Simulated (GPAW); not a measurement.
Records of electronic-structure calculations.

### ZrSe2 (P-3m1): one start, several treatments of the self-energy

The structure is trigonal, space group P-3m1 (No. 164). The conventional cell has a = 3.798 Å, b = 3.798 Å, c = 6.192 Å, α = 90.00°, β = 90.00°, γ = 120.00°. Nearest to Zr lie 6 Se at 2.68 Å. Nearest to Se lie 3 Zr at 2.68 Å. Farther neighbours and most contacts between anions are not listed.

| Item | Value |
| --- | --- |
| method | DFT, LDA, plane waves, PAW (and 1 further level or step) |
| program | GPAW 26.7.0 |
| settings of one run | cutoff 450 eV, GPAW PAW setups 1.2.1 data release, 6×6×4 k-mesh, nbands 185 |
| cost | 4 runs, 13 min in all on 8 MPI ranks of Intel Xeon Platinum 8259CL at 2.50GHz (Skylake/Cascade Lake), shared host (the runs of this entry) |
| notes | The database entry behind the starting cell differs from later determinations by our own check (c about 0.8 % long). The cell and positions come from the Crystallography Open Database and are kept as given unless a step says otherwise. Limits: no spin-orbit coupling. Bands and cutoff are finite, so the gap is not at the basis limit. The miss can reach some tenths of an eV and take either sign; the mesh is an error of its own. The 6×6×4 mesh is coarse for this cell, which bears on the long-range parts of exchange and screening. |
| G0W0, Godby-Needs plasmon pole | 1.126 eV |
| G0W0, full frequency, Hilbert transform | 1.127 eV |
| G0W0, multipole | 1.123 eV |
| known limits | not at the basis limit; no spin-orbit coupling; coarse k mesh |

G0W0, full frequency, Hilbert transform: no change against G0W0, Godby-Needs plasmon pole. G0W0, multipole: −0.003 eV against G0W0, Godby-Needs plasmon pole.

[Runs of the session that timed out or met a known fault of the program may be left out.]

[Hosts, paths, dates, database ids (printed as entryN), source tags and the programs' standing remarks are cut or masked in the printed files.]
